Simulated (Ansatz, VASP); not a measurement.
One calculation of KBr, two programs

```
CELL_PARAMETERS angstrom
0.00000 3.29250 3.29250
3.29250 0.00000 3.29250
3.29250 3.29250 0.00000
ATOMIC_POSITIONS crystal
K 0.00000 0.00000 0.00000
Br 0.50000 0.50000 0.50000
```

Alike in both runs: task single point; functional PBE; dispersion D4; k mesh 7 × 7 × 7; no spin polarisation.

|  | VASP | Ansatz |
| --- | --- | --- |
| version | VASP 6.6.1 | Ansatz 0.2.0 |
| potentials or method | VASP PAW PBE potentials, release 64 (K_sv, Br), cutoff 520 eV | all-electron LAPW, scalar-relativistic |
| occupations | tetrahedron | tetrahedron-uncorrected |

```tsv
	VASP	Ansatz	Ansatz less VASP
gap on the k mesh at the Fermi level (eV)	4.45	4.45	0.000
pressure (GPa)	0.2	0.2	-0.03
dispersion energy (meV/atom)	-122.8	-122.9	-0.09
```

Ansatz ran all-electron here, so the differences hold the error of VASP's frozen core and of both bases. Ansatz warned: «band_table_not_solved_further».
